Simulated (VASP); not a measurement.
# BP (zincblende), r²SCAN single-point calculation: Ansatz's output and VASP's

```
B P
1.0
     0.00000    2.26832    2.26832
     2.26832    0.00000    2.26832
     2.26832    2.26832    0.00000
B P
1 1
Direct
  0.00000 0.00000 0.00000
  0.25000 0.25000 0.25000
```

Ansatz printed

```
SCF 1 converged in 6 iterations: F = -916.687137 eV  dr2 = 5.94e-9
  greatest PAW one-centre occupation: 0.773 electrons in one spin orbital (limit 2), on the P atom at site 1 (counted from 0), in its partial waves of l = 0
NSCF: frozen V_eff on 7 k-points
SCF converged after 6 iterations
Free energy (F): -916.687137 eV
Harris-Foulkes:  -916.687137 eV  (|F-HF|=5.10e-9)
Internal energy: -916.687137 eV  (E = F + TS)
E sigma→0 (E₀):  -916.687137 eV
Fermi energy:    9.246760 eV
--- Per-component energies (eV) ---
  E_band       = 19.150537
  E_kinetic    = 121.486189
  E_local      = -66.753902  (includes V_loc(G=0)·N_el)
  E_nonlocal   = 44.162897
  E_hartree    = 17.037710
  E_xc         = -91.100266
  E_vxc        = -108.132727  (∫ρ·V_xc dr)
  E_paw        = -655.832832  (= ΣΔE_a)
  E_vpaw       = -10.620866  (= ΣTr[D̂ρ^β])
  E_aug_tail   = -0.000001  (compensation charges beyond the density's cutoff)
  E_vtau       = 4.933578  (kinetic-family band-sum trace: ∫τ·v_τ [+ j·A + Jᵃ·Aᵃ] dr)
  E_ewald      = -285.577648
  E_core_change = -0.109284  (= ΣΔE_core)
  E_smearing   = -0.000000  (= −TS)
  E_closure    = -0.000000  (closes the sum)
  Σ components = -916.687137   (vs F -916.687137, Δ=0.00e0)
--- Forces (eV/Å), atoms counted from 1 ---
  atom   1  B      0.00000000    -0.00000000     0.00000000
  atom   2  P     -0.00000000     0.00000000    -0.00000000
  max |Σ_I F_I| component: 2.41e-16 eV/Å
--- Stress (GPa, compression-positive) ---
       -0.010982      -0.000000      -0.000000
       -0.000000      -0.010982       0.000000
       -0.000000       0.000000      -0.010982
  P = ⅓ Tr σ = -0.0110 GPa (-0.110 kbar)
--- Band table (eV; the first three rows and the last of 47) ---
  k-point 0: bands = ["-7.0384", "9.2468", "9.2468", "9.2468", "12.8483", "12.8483", "12.8483", "17.2411"]
  k-point 1: bands = ["-6.8489", "7.8699", "8.9328", "8.9328", "13.2832", "13.2832", "13.3439", "17.7828"]
  k-point 2: bands = ["-6.2877", "5.4007", "8.3376", "8.3376", "13.5956", "14.0485", "14.0485", "19.0317"]
  k-point 46: bands = ["-1.6168", "0.5508", "3.4482", "3.6188", "14.2018", "15.0397", "17.9896", "18.5049"]
```

Each program uses its own PAW datasets. VASP's cell holds 8 valence electrons and Ansatz's 8. Ansatz's stress includes a Pulay correction; VASP's doesn't.

Task: What does VASP give for the same cell and level of theory?

Result: gap between bands v and c 1.44 eV; least direct gap 3.64 eV; pressure -0.5 GPa.

From OUTCAR

```
k-points           NKPTS =     47   k-points in BZ     NKDIM =     47   number of bands    NBANDS=     11

   NELECT =       8.0000    total number of electrons

   dimension x,y,z NGX =    24 NGY =   24 NGZ =   24
   dimension x,y,z NGXF=    48 NGYF=   48 NGZF=   48

  energy-cutoff  :      520.00
  volume of cell :       23.34
      direct lattice vectors                 reciprocal lattice vectors
     0.000000000  2.268315669  2.268315669    -0.220427874  0.220427874  0.220427874
     2.268315669  0.000000000  2.268315669     0.220427874 -0.220427874  0.220427874
     2.268315669  2.268315669  0.000000000     0.220427874  0.220427874 -0.220427874

 k-points in reciprocal lattice and weights: KPOINTS created by Atomic Simulation Env
   0.00000000  0.00000000  0.00000000       0.001
   0.10000000  0.00000000  0.00000000       0.008
   0.20000000  0.00000000  0.00000000       0.008
   0.30000000  0.00000000  0.00000000       0.008
   0.40000000  0.00000000  0.00000000       0.008
   0.50000000  0.00000000  0.00000000       0.004
   0.10000000  0.10000000  0.00000000       0.006
   0.20000000  0.10000000  0.00000000       0.024
   ...

 E-fermi :   7.5207

 k-point     1 :       0.0000    0.0000    0.0000
  band No.  band energies     occupation
      1      -8.8680      2.00000
      2       7.3998      2.00000
      3       7.3998      2.00000
      4       7.3998      2.00000
      5      11.0415      0.00000
      6      11.0415      0.00000
      7      11.0415      0.00000
      8      15.4247      0.00000
      9      19.8113      0.00000
     10      20.0492      0.00000
     11      20.0492      0.00000

 k-point     2 :       0.1000    0.0000    0.0000
  band No.  band energies     occupation
      1      -8.6785      2.00000
      2       6.0288      2.00000
      3       7.0878      2.00000
      4       7.0878      2.00000
      5      11.4759      0.00000
      6      11.4759      0.00000
      7      11.5325      0.00000
      8      15.9652      0.00000
      9      19.3745      0.00000
     10      19.3745      0.00000
     11      20.4026      0.00000

 k-point     3 :       0.2000    0.0000    0.0000
  band No.  band energies     occupation
      1      -8.1172      2.00000
      2       3.5638      2.00000
      3       6.4948      2.00000
      4       6.4948      2.00000
      5      11.7833      0.00000
      6      12.2429      0.00000
      7      12.2429      0.00000
      8      17.2119      0.00000
      9      18.7760      0.00000
     10      18.7760      0.00000
     11      21.2626      0.00000

 k-point     4 :       0.3000    0.0000    0.0000
  band No.  band energies     occupation
      1      -7.2158      2.00000
      2       1.0811      2.00000
      3       5.9752      2.00000
      4       5.9752      2.00000
      5      11.7036      0.00000
      6      12.5899      0.00000
      7      12.5899      0.00000
      8      18.1903      0.00000
      9      19.4150      0.00000
     10      19.4150      0.00000
     11      21.4984      0.00000

 k-point     5 :       0.4000    0.0000    0.0000
  band No.  band energies     occupation
      1      -6.0933      2.00000
      2      -1.0445      2.00000
      3       5.6452      2.00000
      4       5.6452      2.00000
      5      11.5890      0.00000
      6      12.5118      0.00000
      7      12.5118      0.00000
      8      18.3708      0.00000
      9      21.2386      0.00000
     10      21.2386      0.00000
     11      22.4736      0.00000

 k-point     6 :       0.5000    0.0000    0.0000
  band No.  band energies     occupation
      1      -5.3725      2.00000
      2      -2.1070      2.00000
      3       5.5337      2.00000
      4       5.5337      2.00000
      5      11.5434      0.00000
      6      12.4305      0.00000
      7      12.4305      0.00000
      8      18.3229      0.00000
      9      22.8899      0.00000
     10      22.8899      0.00000
     11      23.2709      0.00000

 k-point     7 :       0.1000    0.1000    0.0000
  band No.  band energies     occupation
      1      -8.6151      2.00000
      2       6.5093      2.00000
      3       6.5093      2.00000
      4       6.5661      2.00000
      5      10.6143      0.00000
      6      12.2226      0.00000
      7      12.2226      0.00000
      8      15.7783      0.00000
      9      18.5243      0.00000
     10      20.3259      0.00000
     11      20.6252      0.00000

 k-point     8 :       0.2000    0.1000    0.0000
  band No.  band energies     occupation
      1      -8.1770      2.00000
      2       4.4093      2.00000
      3       5.8431      2.00000
      4       6.3360      2.00000
      5      10.8021      0.00000
      6      12.8959      0.00000
      7      13.1873      0.00000
      8      15.6244      0.00000
      9      18.6862      0.00000
     10      20.1752      0.00000
     11      21.6725      0.00000

 ...

  Total       -0.0754203     -0.0754203     -0.0754203      0.0000000     -0.0000000     -0.0000000
  in kB       -5.1767670     -5.1767670     -5.1767670      0.0000000     -0.0000000     -0.0000000
  external PRESSURE =      -5.1767670 kB  Pullay stress =       0.0000000 kB

 POSITION                                       TOTAL-FORCE (eV/Angst)
 -----------------------------------------------------------------------------------
      0.00000      0.00000      0.00000         0.000000      0.000000      0.000000
      1.13416      1.13416      1.13416        -0.000000     -0.000000     -0.000000
 -----------------------------------------------------------------------------------
    total drift:                                0.000000      0.000000      0.000000

  FREE ENERGIE OF THE ION-ELECTRON SYSTEM (eV)
  ---------------------------------------------------
  free  energy   TOTEN  =       -17.3113266225 eV

  energy  without entropy=      -17.3113266225  energy(sigma->0) =      -17.31132662
```
